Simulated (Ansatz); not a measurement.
# Re in Ansatz: the effect of functional

Crystal: Re.

```
CELL_PARAMETERS angstrom
2.76080 0.00000 0.00000
-1.38040 2.39092 0.00000
0.00000 0.00000 4.45820
ATOMIC_POSITIONS crystal
Re 0.66667 0.33333 0.75000
Re 0.33333 0.66667 0.25000
```

Alike in all runs:

```yaml
Program: Ansatz 0.2.0
Task: band structure
Potentials_or_basis: all-electron LAPW, scalar-relativistic
Cutoff: 281 eV (chosen from the basis error)
Basis_error_allowed: 0.001 eV/atom
k_mesh: 11 × 11 × 6
Occupations: fermi-dirac, width 0.05 eV
Spin: no spin polarisation
```

```csv
functional,pressure (GPa)
LDA,-10.0
PBE,6.1
PBEsol,-4.1
RPBE,?
revPBE,8.9
BLYP,19.6
```

**Question.** What does the run with functional RPBE give?

**Answer.** Pressure 10.0 GPa.
